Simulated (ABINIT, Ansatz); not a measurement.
# CaSe (Fm-3m): from Born charge to LO-TO splitting

Wanted: the LO mode of CaSe (Fm-3m) from the TO mode and the field response.

Main program and level: ABINIT 10.8.3; DFT LDA, scalar-relativistic, plane waves, PseudoDojo norm-conserving pseudopotentials.

The database entry behind the starting cell differs from later determinations by our own check (0.1 to 0.3 % short, probably kX units), so it need not match the best structure at ambient conditions.

**1. The relaxed structure**

The structure is cubic, space group Fm-3m (No. 225). Conventional cell: a = 5.790 Å, b = 5.790 Å, c = 5.790 Å, α = 90.00°, β = 90.00°, γ = 90.00°. Nearest to Ca lie 6 Se at 2.89 Å. Nearest to Se lie 6 Ca at 2.89 Å. Farther neighbours and most contacts between anions are not listed.

This is the cell after its relaxation at this level of theory, not the database cell from which that began.

**2. What the response run gave**

A linear-response run on the relaxed cell, with the response to an electric field; only its zone-centre results are used. Cutoff 39 Ha, k mesh 6×6×6 with shifts.

Numbers of over 12 decimals in the logs are rounded to 6 here.

What it wrote:

```text
[banners, grids, parts of the stress and lines that vanish by symmetry left out]
- input  file    -> dfpt_gamma.abi
- output file    -> dfpt_gamma.abo
- root for input  files -> dfpt_gammai
[...]
DATASET    1 : space group Fm -3 m (#225); Bravais cF (face-center cubic)
[...]
nfft =       91125          nkpt =         432
[...]
DATASET    2 : space group Fm -3 m (#225); Bravais cF (face-center cubic)
[...]
nfft =       91125          nkpt =         432
[...]
DATASET    3 : space group Fm -3 m (#225); Bravais cF (face-center cubic)
[...]
mpw =        3822          nfft =       91125          nkpt =         432
[...]
== DATASET  1 ==================================================================
[...]
cutoff_energies: {ecut:  39.0, pawecutdg:  -1.0, }
[...]
- 34.00000  16.00000  180309                  znucl, zion, pspdat
[...]
Perturbation : derivative vs k along direction   1
[...]
-ETOT  1  -48.665423043961     -4.867E+01 2.968E-01 0.000E+00
 ETOT  2  -48.942583751415     -2.772E-01 3.535E-02 0.000E+00
 ETOT  3  -48.955405604130     -1.282E-02 3.955E-03 0.000E+00
 ETOT  4  -48.956350583255     -9.450E-04 3.385E-04 0.000E+00
 ETOT  5  -48.956430124560     -7.954E-05 6.948E-05 0.000E+00
[...]
At SCF step   24   max residual=  9.99E-21 < tolwfr=  1.00E-20 =>converged.
[...]
Perturbation : derivative vs k along direction   2
[...]
-ETOT  1  -48.665423043731     -4.867E+01 2.968E-01 0.000E+00
[...]
At SCF step   24   max residual=  9.99E-21 < tolwfr=  1.00E-20 =>converged.
[...]
Perturbation : derivative vs k along direction   3
[...]
-ETOT  1  -48.665423043501     -4.867E+01 2.968E-01 0.000E+00
[...]
At SCF step   24   max residual=  9.99E-21 < tolwfr=  1.00E-20 =>converged.
[...]
1        1       1.1878744804    0.0000000000
     1        2       0.5939372402    0.0000000000
     1        3       0.5939372402    0.0000000000
     2        1       0.5939372402    0.0000000000
     2        2       1.1878744804   -0.0000000000
     2        3       0.5939372402   -0.0000000000
     3        1       0.5939372402    0.0000000000
     3        2       0.5939372402   -0.0000000000
     3        3       1.1878744804    0.0000000000
[...]
== DATASET  2 ==================================================================
[...]
cutoff_energies: {ecut:  39.0, pawecutdg:  -1.0, }
[...]
Perturbation : displacement of atom   1   along direction   1
[...]
1    4   1    4         6.0094449515        -0.0000000000
   1    4   2    4        -0.0000000000        -0.0000000000
   1    4   3    4        -0.0000000000        -0.0000000000
   2    4   1    4        -0.0000000000        -0.0000000000
   2    4   2    4         6.0094449515        -0.0000000000
   2    4   3    4        -0.0000000000        -0.0000000000
   3    4   1    4        -0.0000000000        -0.0000000000
   3    4   2    4        -0.0000000000        -0.0000000000
   3    4   3    4         6.0094449515        -0.0000000000
  Effective charges, in cartesian coordinates,
[...]
1    1   1    4         2.3504800666         0.0000000000
   2    1   1    4        -0.0000000000         0.0000000000
   3    1   1    4         0.0000000000         0.0000000000
   1    2   1    4        -2.3486353470         0.0000000000
   2    2   1    4         0.0000000000         0.0000000000
[...]
Effective charges, in cartesian coordinates,
[...]
2    4   1    2        -0.0000000000         0.0000000000
   3    4   1    2        -0.0000000000         0.0000000000
   1    4   2    2         0.0000000000         0.0000000000
   2    4   2    2        -2.3486346857         0.0000000000
   3    4   2    2         0.0000000000         0.0000000000
   1    4   3    2        -0.0000000000         0.0000000000
   2    4   3    2         0.0000000000         0.0000000000
   3    4   3    2        -2.3486346857         0.0000000000
  Phonon wavevector (reduced coordinates) :  0.00000  0.00000  0.00000
 Phonon energies in Hartree :
[...]
Phonon frequencies in cm-1    :
-  1.006670E+00  1.006670E+00  1.006670E+00  1.916604E+02  1.916604E+02
-  1.916604E+02
  Phonon at Gamma, with non-analyticity in the
[...]
Phonon energies in Hartree :
[...]
Phonon frequencies in cm-1    :
-  1.006670E+00  1.006670E+00  1.007681E+00  1.916604E+02  1.916604E+02
-  2.679323E+02
  Phonon at Gamma, with non-analyticity in the
[...]
Phonon energies in Hartree :
[...]
Phonon frequencies in cm-1    :
-  1.006670E+00  1.006670E+00  1.007681E+00  1.916604E+02  1.916604E+02
-  2.679323E+02
  Phonon at Gamma, with non-analyticity in the
[...]
Phonon energies in Hartree :
[...]
Phonon frequencies in cm-1    :
-  1.006670E+00  1.006670E+00  1.007680E+00  1.916604E+02  1.916604E+02
-  2.679323E+02
[...]
== DATASET  3 ==================================================================
[...]
cutoff_energies: {ecut:  39.0, pawecutdg:  -1.0, }
[...]
1          1       -0.000000000       -0.000000000       -0.000000000
[...]
1          2       -0.000000000       -0.000000000       -0.000000000
[...]
1          3       -0.000000000       -0.000000000       -0.000000000
[...]
2          1       -0.000000000       -0.000000000       -0.000000000
[...]
2          2       -0.000000000       -0.000000000       -0.000000000
[...]
2          3       -0.000000000       -0.000000000       -0.000000000
[...]
strten2     0.0000000000E+00  0.0000000000E+00  0.0000000000E+00
           strten3     0.0000000000E+00  0.0000000000E+00  0.0000000000E+00
================================================================================
```

```csv
quantity,value
cell volume Ω (Å³),48.518
mass of Ca (u),40.078
mass of Se (u),78.971
"Born charge of Ca, raw (e)",2.350
"Born charge of Se, raw (e)",-2.349
ε∞,6.009
ω(TO) after the sum rule (cm⁻¹),191.7
```

**3. The calculation**

The charges must sum to zero over the cell; taking off their mean, 0.001 e, leaves Z* = 2.350 e on Ca. In the polar mode Ca moves against Se, so the reduced mass is μ = 40.08 × 78.97 / 119.05 = 26.586 u.

A longitudinal wave builds up a field that adds to the restoring force: ω(LO)² = ω(TO)² + 4π Z*² / (μ Ω ε∞), in Hartree atomic units. With μ = 48463 electron masses and Ω = 327.42 bohr³ the second term is 7.2751e-07 Ha², or 35043 cm⁻² (1 Ha = 219474.6 cm⁻¹).

So ω(LO) = √(36734 + 35043) = 267.9 cm⁻¹, and by the Lyddane-Sachs-Teller relation ε₀ = ε∞ (ω(LO)/ω(TO))² = 11.74.

**4. Check against the program**

The analysis program adds the same non-analytic term to the full matrix.

What it wrote:

```text
[banners, grids, parts of the stress and lines that vanish by symmetry left out]
-outvars_anaddb: echo values of input variables ----------------------

 Flags :
[...]
Dielectric Tensor and Effective Charges
[...]
Effective charge tensors after
[...]
1          1       -0.000000000       -0.000000000       -0.000000000
[...]
1          2       -0.000000000       -0.000000000       -0.000000000
[...]
1          3       -0.000000000       -0.000000000       -0.000000000
[...]
2          1       -0.000000000       -0.000000000       -0.000000000
[...]
2          2       -0.000000000       -0.000000000       -0.000000000
[...]
2          3       -0.000000000       -0.000000000       -0.000000000
[...]
Phonon wavevector (reduced coordinates) :  0.00000  0.00000  0.00000
 Phonon energies in Hartree :
[...]
Phonon energies in meV     :
-  0.000000E+00  0.000000E+00  0.000000E+00  2.376226E+01  2.376226E+01
-  2.376226E+01
 Phonon frequencies in cm-1    :
-  0.000000E+00  0.000000E+00  0.000000E+00  1.916556E+02  1.916556E+02
-  1.916556E+02
 Phonon frequencies in Thz     :
-  0.000000E+00  0.000000E+00  0.000000E+00  5.745690E+00  5.745690E+00
-  5.745690E+00
 Phonon energies in Kelvin  :
-  0.000000E+00  0.000000E+00  0.000000E+00  2.757496E+02  2.757496E+02
-  2.757496E+02
[...]
-  1  0.00000000E+00  0.00000000E+00 -2.14672299E-03
-     0.00000000E+00  0.00000000E+00  0.00000000E+00
-  2  0.00000000E+00  0.00000000E+00 -2.14673142E-03
-     0.00000000E+00  0.00000000E+00  0.00000000E+00
[...]
-  1  0.00000000E+00 -2.14672299E-03  0.00000000E+00
-     0.00000000E+00  0.00000000E+00  0.00000000E+00
-  2  0.00000000E+00 -2.14673142E-03  0.00000000E+00
-     0.00000000E+00  0.00000000E+00  0.00000000E+00
[...]
-  1  2.14672299E-03  0.00000000E+00  0.00000000E+00
-     0.00000000E+00  0.00000000E+00  0.00000000E+00
-  2  2.14673142E-03  0.00000000E+00  0.00000000E+00
-     0.00000000E+00  0.00000000E+00  0.00000000E+00
[...]
-  1  0.00000000E+00  1.63137153E-07  3.01320210E-03
-     0.00000000E+00  0.00000000E+00  0.00000000E+00
-  2  0.00000000E+00  0.00000000E+00 -1.52941539E-03
-     0.00000000E+00  0.00000000E+00  0.00000000E+00
[...]
-  1  0.00000000E+00  3.01320210E-03 -1.63137369E-07
-     0.00000000E+00  0.00000000E+00  0.00000000E+00
-  2  0.00000000E+00 -1.52941539E-03  0.00000000E+00
-     0.00000000E+00  0.00000000E+00  0.00000000E+00
[...]
-  1  3.01320210E-03  0.00000000E+00  0.00000000E+00
-     0.00000000E+00  0.00000000E+00  0.00000000E+00
-  2 -1.52941540E-03  0.00000000E+00  0.00000000E+00
[...]
-  3.321687E+01
 Phonon frequencies in cm-1    :
-  0.000000E+00  0.000000E+00  0.000000E+00  1.916556E+02  1.916556E+02
-  2.679121E+02
 Phonon frequencies in Thz     :
-  0.000000E+00  0.000000E+00  0.000000E+00  5.745690E+00  5.745690E+00
-  8.031804E+00
 Phonon energies in Kelvin  :
-  0.000000E+00  0.000000E+00  0.000000E+00  2.757496E+02  2.757496E+02
-  3.854658E+02
[...]
-  1  0.00000000E+00  0.00000000E+00 -2.14672299E-03
[...]
-  2  0.00000000E+00  0.00000000E+00 -2.14673142E-03
[...]
Phonon at Gamma, with non-analyticity in the
[...]
Phonon energies in Hartree :
[...]
Phonon energies in meV     :
-  0.000000E+00  0.000000E+00  0.000000E+00  2.376226E+01  2.376226E+01
-  3.321687E+01
 Phonon frequencies in cm-1    :
-  0.000000E+00  0.000000E+00  0.000000E+00  1.916556E+02  1.916556E+02
-  2.679121E+02
 Phonon frequencies in Thz     :
-  0.000000E+00  0.000000E+00  0.000000E+00  5.745690E+00  5.745690E+00
-  8.031804E+00
 Phonon energies in Kelvin  :
-  0.000000E+00  0.000000E+00  0.000000E+00  2.757496E+02  2.757496E+02
-  3.854658E+02
[...]
Phonon at Gamma, with non-analyticity in the
[...]
Phonon energies in Hartree :
[...]
Phonon energies in meV     :
-  0.000000E+00  0.000000E+00  0.000000E+00  2.376226E+01  2.376226E+01
-  3.321687E+01
 Phonon frequencies in cm-1    :
-  0.000000E+00  0.000000E+00  0.000000E+00  1.916556E+02  1.916556E+02
-  2.679121E+02
 Phonon frequencies in Thz     :
-  0.000000E+00  0.000000E+00  0.000000E+00  5.745690E+00  5.745690E+00
-  8.031804E+00
 Phonon energies in Kelvin  :
-  0.000000E+00  0.000000E+00  0.000000E+00  2.757496E+02  2.757496E+02
-  3.854658E+02
[...]
-  1  1.98404354E-04 -2.09353620E-03 -4.31469652E-04
[...]
-  2  1.98406620E-04 -2.09354294E-03 -4.31469860E-04
[...]
-  1  2.13540803E-03  1.74799165E-04  1.33800118E-04
[...]
-  2  2.13541485E-03  1.74798289E-04  1.33799082E-04
[...]
-  1  3.68822966E-04  1.92216647E-03 -2.29098944E-03
[...]
-  2 -1.87204012E-04 -9.75636845E-04  1.16284086E-03
[...]
-  1  2.43246670E-03 -1.53564341E-03 -8.96823290E-04
[...]
-  2 -1.23465068E-03  7.79448769E-04  4.55201909E-04
[...]
-         0.000000000       0.000000000       0.000000000
-         0.000000000       0.000000000       0.000000000
[...]
-         0.000000000       0.000000000       0.000000000
-         0.000000000       0.000000000       0.000000000
-         0.000000000       0.000000000       0.000000000
[...]
-         0.000000000       0.000000000       0.000000000
-         0.000000000       0.000000000       0.000000000
-         0.000000000       0.000000000       0.000000000
[...]
Direction                     Dielectric constant
[...]
0.00000   0.00000   1.00000     11.74292213
   1.00000   1.00000   1.00000     11.74292213
-
```

```csv
quantity,by hand,program
ω(LO) (cm⁻¹),267.9,267.9
ε₀,11.74,11.74
```

**5. Results**

```yaml
to_mode: 191.7 cm⁻¹
lo_mode: 267.9 cm⁻¹
static_dielectric_constant: 11.74
```

What this shows: The LO mode of CaSe (Fm-3m) lies at 268 cm⁻¹, 76 cm⁻¹ above the TO mode; the formula meets the program within 0.1 cm⁻¹, as it must for a cubic crystal with one polar mode. ω(LO)² − ω(TO)² goes with Z*²/ε∞: an error of 5 % in ε∞ would move the LO mode by 3.1 cm⁻¹, and semilocal functionals tend to overestimate ε∞. These are harmonic values at zero temperature, at the volume of this functional, for the structure held cubic; stability elsewhere in the zone is no part of this calculation.

[Host names and launcher messages were left out of these logs when they were recorded.]

[Logs are printed without paths, hosts, clocks, repeated set-up lines and the standing remarks that a program may print on its own settings, such as how far it seeks lower states.]

[Hosts, paths, dates, database ids (printed as entryN), source tags and the programs' standing remarks are cut or masked in the printed files.]
